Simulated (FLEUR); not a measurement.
HfO2:

```
CELL_PARAMETERS angstrom
0.00000 2.55750 2.55750
2.55750 0.00000 2.55750
2.55750 2.55750 0.00000
ATOMIC_POSITIONS crystal
Hf 0.00000 0.00000 0.00000
O 0.75000 0.75000 0.75000
O 0.25000 0.25000 0.25000
```

Measurements of this composition are mostly on another form, of space group No. 14.

Base run:

- Program: FLEUR MaX-R8.1 (later development tree)
- Functional: SCAN
- Potentials or basis: all-electron
- Basis: FLAPW
- Kmax: 4.86 1/bohr
- k mesh: 9 × 9 × 9
- Occupations: fermi-dirac, width 0.05 eV
- Spin: no spin polarisation

Its results: band gap on the k mesh 4.22 eV, indirect (least direct gap 4.34 eV).

**Question.** The run is repeated on the same cell with these changes: functional from SCAN to r2SCAN. What comes out?

**Answer.** Band gap on the k mesh 4.33 eV, indirect (least direct gap 4.43 eV).

Caveats: the meta-GGA is that of a development version, with a GGA for the radial functions and cores and without core tails; spin-orbit coupling is left out, which moves the levels of the heavy elements; the mesh misses the band edges, which the band path finds closer together.

Not every run made on this cell is shown here.
